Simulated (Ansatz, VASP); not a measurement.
CdSe: VASP beside Ansatz

The input INCAR:

```
PREC = Accurate
ENCUT = 520
EDIFF = 1E-8
ISMEAR = -1
SIGMA = 0.03
LREAL = F
LASPH = T
NELM = 100
ALGO = Normal
ISIF = 2
LWAVE = F
LCHARG = F
GGA = CA
LEFG = T
NBANDS = 16
```

KPOINTS

```
regular mesh
0
Gamma
  8 8 8
```

Contents of POSCAR:

```
CdSe
1.0
    0.0307027120      3.0856225546      3.0856225546
    3.0856225546      0.0307027120      3.0856225546
    3.0856225546      3.0856225546      0.0307027120
Cd Se
1 1
Direct
    0.0000000000      0.0000000000      0.0000000000
    0.2500000000      0.2500000000      0.2500000000
```

Input for Ansatz:

```yaml
crystal:
  lattice:
    - [0.030702712, 3.0856225546, 3.0856225546]
    - [3.0856225546, 0.030702712, 3.0856225546]
    - [3.0856225546, 3.0856225546, 0.030702712]
  atoms:
    - { symbol: Cd, position: [0.0, 0.0, 0.0] }
    - { symbol: Se, position: [0.25, 0.25, 0.25] }
kpoints:
  mp_grid: { grid: [8, 8, 8] }
scf:
  occupations: { method: fermi_dirac, width: 0.03 }
hamiltonian:
  xc: lda
  pseudopotentials: { kind: all_electron, datasets: crystal }
output:
  forces: true
  stress: true
  eigenvalues: true
  efg: { contact_densities: true }
```

Change from the starting cell: equal xy, yz and zx shear strains of +1 %, crystal datasets.

Alike in both runs: task electric field gradients; functional LDA; k mesh 8 × 8 × 8; occupations fermi-dirac, width 0.03 eV; no spin polarisation.

|  | VASP | Ansatz |
| --- | --- | --- |
| version | VASP 6.6.1 | Ansatz 0.2.0 |
| potentials or method | VASP PAW LDA potentials, release 64 (Cd, Se) | all-electron PAW with datasets made for the crystal, scalar-relativistic |
| plane-wave cutoff (eV) | 520 | see its input |

Ansatz gave:

* pressure (GPa): -3.2
* largest component of the traceless stress (GPa): 0.37
* rms of the force components (eV/Å): 0.042
* Vzz of the field gradient on the site that differs most (V/Å²): 9.6

Q: What did VASP give for the same quantities?

A: Pressure (GPa): -2.9; largest component of the traceless stress (GPa): 0.39; rms of the force components (eV/Å): 0.045; Vzz of the field gradient on the site that differs most (V/Å²): 10.8.

Atom by atom the forces differ by 0.003 eV/Å (rms over components). Ansatz ran all-electron here, so the differences hold the error of VASP's frozen core and of both bases. Ansatz warned: «gradients_without_spin_orbit».
